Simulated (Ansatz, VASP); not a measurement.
# Hf27Ga20As20O54 (amorphous HfO2 against GaAs(110), 12.0 A): VASP beside Ansatz, part 2 of 2

Aim: how closely do two programs agree when they are given the same cell, functional and k mesh? Of the first pair: The structure shown is the start of the Ansatz relaxation below; VASP solves that cell, so the two are compared at the walk's first step.

VASP 6.6.1 and Ansatz 0.2.0.

So far. Step 3 (VASP: single point, PBE, start cell, pair 1): The run ends at a pressure of 0.57 GPa, with forces up to 2.0 eV/Å.

## (5) Ansatz: relaxation, PBE

Level of this step: Ansatz beside VASP: Kohn-Sham DFT, plane waves, PBE (Ansatz).

This run makes the geometry at which the two programs are then compared. The cell compared in this pair holds 2048.45 Å³, against 2051.59 Å³ for the pair before.

The structure compared here is the end of the Ansatz relaxation.

Contents of input.yaml:

```yaml
crystal:
  lattice:
    - [11.46, 0.0, 0.0]
    - [0.0, 8.10344, 0.0]
    - [0.0, 0.0, 22.09211]
  atoms:
    - { symbol: Ga, position: [0.0024, 0.97315, 0.31742] }
    - { symbol: As, position: [0.12547, 0.00441, 0.03754] }
    - { symbol: Ga, position: [0.24055, 0.74375, 0.03333] }
    - { symbol: As, position: [0.3719, 0.74718, 0.12531] }
    - { symbol: Ga, position: [0.25238, 0.26168, 0.02838] }
    - { symbol: As, position: [0.3729, 0.25105, 0.12484] }
    - { symbol: Ga, position: [0.00476, 0.00265, 0.12947] }
    - { symbol: As, position: [0.12348, 0.98968, 0.22307] }
    - { symbol: Ga, position: [0.00387, 0.49892, 0.13004] }
    - { symbol: As, position: [0.12459, 0.48996, 0.22273] }
    - { symbol: Ga, position: [0.24709, 0.23906, 0.21724] }
    - { symbol: As, position: [0.36742, 0.22951, 0.30984] }
    - { symbol: Ga, position: [0.24802, 0.74071, 0.21949] }
    - { symbol: As, position: [0.37029, 0.73079, 0.31142] }
    - { symbol: Ga, position: [0.00376, 0.48053, 0.31675] }
    - { symbol: As, position: [0.11165, 0.5, 0.03432] }
    - { symbol: As, position: [0.12475, 0.96805, 0.41013] }
    - { symbol: Ga, position: [0.26169, 0.70164, 0.41002] }
    - { symbol: Ga, position: [0.24241, 0.22791, 0.4038] }
    - { symbol: As, position: [0.1127, 0.47498, 0.41201] }
    - { symbol: Ga, position: [0.49594, 0.98116, 0.31027] }
    - { symbol: As, position: [0.62509, 0.00736, 0.03694] }
    - { symbol: Ga, position: [0.75121, 0.76091, 0.0419] }
    - { symbol: As, position: [0.87974, 0.75074, 0.13208] }
    - { symbol: Ga, position: [0.7376, 0.26993, 0.03892] }
    - { symbol: As, position: [0.87445, 0.2523, 0.12665] }
    - { symbol: Ga, position: [0.49743, 3.0e-05, 0.12619] }
    - { symbol: As, position: [0.62363, 0.98896, 0.219] }
    - { symbol: Ga, position: [0.49913, 0.49943, 0.12746] }
    - { symbol: As, position: [0.62663, 0.48872, 0.21827] }
[... 85 atom lines left out ...]
    - { symbol: O, position: [0.26303, 0.2081, 0.63185] }
    - { symbol: O, position: [0.61814, 0.04168, 0.75756] }
    - { symbol: O, position: [0.92355, 0.40139, 0.94826] }
    - { symbol: O, position: [0.01332, 0.06034, 0.66644] }
    - { symbol: O, position: [0.89863, 0.43682, 0.56016] }
    - { symbol: O, position: [0.82954, 0.91797, 0.50062] }
kpoints:
  mp_grid: { grid: [1, 1, 1] }
hamiltonian:
  xc: pbe
scf:
  occupations: { method: fermi_dirac, width: 0.025 }
output:
  forces: true
relax:
  f_tol: 0.08
  max_steps: 90
  cell: { fix: [a, b, alpha, beta, gamma] }
```

Command:

```sh
$ ansatz run input.yaml --threads 8 --pin off --max-ram 15872MiB --backend cpu --events-out ev --progress --plain --runs-dir out
```

Numbers of over 12 decimals in the logs are rounded to 6 here.

The program printed:

```text
[...]
Crystal: 121 atoms, lattice volume = 2051.593 Å³
Basis set: ecut = 420 eV, 40169 PW (Γ), exchange–correlation on 160×120×300 points (8 copies of the dense FFT grid, shifted against one another)
Bands: 952, of which v1, the nominal top of the filled ones, is band 793 counted from 1 (792 counted from 0)
Symmetry: 1 space group operations
[...]
k-points: 1
[...]
- { symbol: O, position: [0.191730, 0.781817, 0.790238] }
    - { symbol: O, position: [0.551174, 0.890798, 0.888345] }
    - { symbol: O, position: [0.850730, 0.640029, 0.853065] }
    - { symbol: O, position: [0.685678, 0.439845, 0.776049] }
    - { symbol: O, position: [0.00642521, 0.936337, 0.569017] }
    - { symbol: O, position: [0.566883, 0.204480, 0.863812] }
    - { symbol: O, position: [0.824790, 0.192045, 0.699325] }
[...]
- { symbol: O, position: [0.932934, 0.395406, 0.945280] }
    - { symbol: O, position: [0.028803, 0.067800, 0.674201] }
    - { symbol: O, position: [0.895755, 0.454566, 0.553773] }
    - { symbol: O, position: [0.827909, 0.934674, 0.508722] }
```

## (6) VASP: single point, PBE, relaxed cell, pair 2

The same cell, functional, mesh and smearing now go to VASP, with its own data sets.

Contents of INCAR:

```
SYSTEM = Hf27Ga20As20O54
PREC = Accurate
ENCUT = 600
EDIFF = 1E-06
NELM = 120
ISMEAR = -1
SIGMA = 0.025
LREAL = Auto
ALGO = Normal
GGA = PE
NBANDS = 576
LASPH = .TRUE.
LORBIT = 11
LWAVE = .FALSE.
LCHARG = .FALSE.
ISIF = 2
GGA_COMPAT = .FALSE.
EFERMI = MIDGAP
NCORE = 4
```

Contents of POSCAR:

```
Hf27Ga20As20O54
1.0
   11.4600000000      0.0000000000      0.0000000000
    0.0000000000      8.1034400000      0.0000000000
    0.0000000000      0.0000000000     22.0582840000
Ga As Hf O
20 20 27 54
Direct
    0.0093400000      0.9592300000      0.3225900000
    0.2420400000      0.7279000000      0.0393300000
    0.2489100000      0.2382400000      0.0321700000
    0.0102000000      0.9766800000      0.1259100000
    0.0082100000      0.4669900000      0.1208500000
    0.2502600000      0.2134400000      0.2153400000
    0.2447100000      0.7199600000      0.2189000000
    0.0101200000      0.4628300000      0.3111800000
    0.2412600000      0.6802700000      0.4091500000
    0.2289400000      0.2063800000      0.4014000000
    0.4930100000      0.9620500000      0.3143200000
    0.7439500000      0.7355600000      0.0492800000
    0.7374700000      0.2187400000      0.0273500000
    0.5022000000      0.9703900000      0.1281800000
    0.5005700000      0.4741100000      0.1305200000
    0.7557400000      0.2130500000      0.2183900000
    0.7558700000      0.7191800000      0.2241900000
    0.4831100000      0.4620100000      0.3074400000
    0.7318200000      0.7037200000      0.3988000000
    0.7307300000      0.2145900000      0.3885700000
    0.1183800000      0.9790500000      0.0318600000
    0.3715500000      0.7230000000      0.1292200000
    0.3739600000      0.2200600000      0.1233200000
    0.1151700000      0.9695000000      0.2233500000
    0.1213300000      0.4634400000      0.2158500000
    0.3603200000      0.2076200000      0.3102700000
    0.3587700000      0.7147100000      0.3137900000
    0.1157200000      0.4790000000      0.0269500000
    0.1136300000      0.9494000000      0.4213600000
    0.0985400000      0.4480300000      0.4101500000
[... 85 atom lines left out ...]
    0.2576400000      0.2245800000      0.6328700000
    0.6136000000      0.0799100000      0.7519200000
    0.9329300000      0.3954100000      0.9452800000
    0.0288000000      0.0678000000      0.6742000000
    0.8957500000      0.4545700000      0.5537700000
    0.8279100000      0.9346700000      0.5087200000
```

Contents of KPOINTS:

```
Automatic mesh
0
Gamma
1 1 1
0 0 0
```

PAW data sets: Ga_d, As, Hf_pv and O (PBE family, release 64).

Command:

```sh
$ mpirun -np 16 vasp_gam
```

The program printed:

```text
[... set-up lines as in an earlier step ...]
 entering main loop
       N       E                     dE             d eps       ncg     rms          rms(c)
DAV:   1     0.221733960121E+05    0.22173E+05   -0.43601E+05  1152   0.255E+03
DAV:   2     0.493754003699E+04   -0.17236E+05   -0.16389E+05  1152   0.794E+02
DAV:   3    -0.325826351423E+03   -0.52634E+04   -0.49138E+04  1608   0.329E+02
DAV:   4    -0.107270480800E+04   -0.74688E+03   -0.73393E+03  1616   0.123E+02
[...]
DAV:  21    -0.953519507257E+03   -0.75306E-06   -0.17865E-05  1416   0.885E-03    0.173E-02
DAV:  22    -0.953519506517E+03    0.73999E-06   -0.12604E-05  1096   0.936E-03    0.965E-03
DAV:  23    -0.953519506753E+03   -0.23597E-06   -0.31825E-06   976   0.508E-03
   1 F= -.95351951E+03 E0= -.95351418E+03  d E =-.106478E-01
```

Parts of OUTCAR (step 6):

```text
  FREE ENERGIE OF THE ION-ELECTRON SYSTEM (eV)
  ---------------------------------------------------
  free  energy   TOTEN  =      -953.5195067528 eV

  energy  without entropy=     -953.5088589040  energy(sigma->0) =     -953.51418283
```

The run ends at a pressure of -0.47 GPa, with forces up to 0.23 eV/Å.

## (7) Side by side

What differs besides the data sets and the points named for the pairs above, as far as they apply: the data sets hold 1586 valence electrons in Ansatz (on its default PAW (the set named soft_2) files) and 954 in VASP; the cutoff is 420 eV in Ansatz and 600 eV in VASP (PREC = Accurate, projectors in real space). Total energies have different zeros and are not compared.

Both answers:

```csv
quantity,Ansatz,VASP,difference
pressure (GPa),0.74,-0.47,+1.21
gap on the k mesh (eV),0.201,0.192,+0.008
```

Forces on 8 of the 121 atoms, those with the largest forces and the largest differences (eV/Å; atoms numbered as in POSCAR):

```csv
atom,"Ansatz x, y, z","VASP x, y, z"
Hf51,"-0.006, -0.001, 0.019","-0.061, -0.008, -0.170"
Hf54,"0.005, -0.017, 0.023","0.047, 0.031, -0.184"
Hf55,"0.000, 0.047, 0.001","0.086, 0.066, -0.150"
Hf67,"-0.006, 0.003, -0.050","-0.102, -0.052, 0.187"
O78,"0.043, -0.019, -0.029","0.102, -0.090, -0.190"
O89,"0.004, 0.020, -0.003","0.115, 0.136, 0.071"
O99,"0.005, 0.009, 0.001","0.042, -0.077, 0.166"
O111,"-0.005, -0.007, 0.014","0.074, -0.049, 0.184"
```

The forces differ by 50 meV/Å r.m.s., where the r.m.s. force is 0.017 eV/Å in Ansatz and 0.051 eV/Å in VASP: the atoms lie near their places of rest in Ansatz, so a percentage would say little (all taken over all components). A gap on the mesh is an upper bound, since the band edges may lie between its points; neither run holds spin-orbit coupling, which can move the band edges of a compound of Hf.

## (8) What came out

- r.m.s. force difference (single point, PBE, start cell, pair 1): 11 % of the r.m.s. force
- r.m.s. force difference (single point, PBE, relaxed cell, pair 2): 50 meV/Å
- difference in pressure (single point, PBE, relaxed cell, pair 2): 1.2 GPa

The r.m.s. force difference is 50 meV/Å (single point, PBE, relaxed cell, pair 2), beyond the 12 meV/Å picked in this series as the mark of a large difference. The data sets hold unlike numbers of valence electrons (1586 in Ansatz and 954 in VASP), so part of the differences comes from the potentials. What causes the difference of the single point, PBE, start cell, pair 1 pair stays open here. By the marks of this series, far apart in the single point, PBE, relaxed cell, pair 2 pair: the r.m.s. force difference, 50 meV/Å and the difference in pressure, 1.2 GPa. What causes the difference of the single point, PBE, relaxed cell, pair 2 pair stays open here. How closely two codes agree says nothing of how well the functional describes the real material.

[Lines on the potential files, build, host, timing and source positions are cut from VASP's logs without a mark.]

[Logs are printed without paths, hosts, clocks, repeated set-up lines and the standing remarks that a program may print on its own settings, such as how far it seeks lower states.]

[Hosts, paths, dates, database ids (printed as entryN), source tags and the programs' standing remarks are cut or masked in the printed files.]
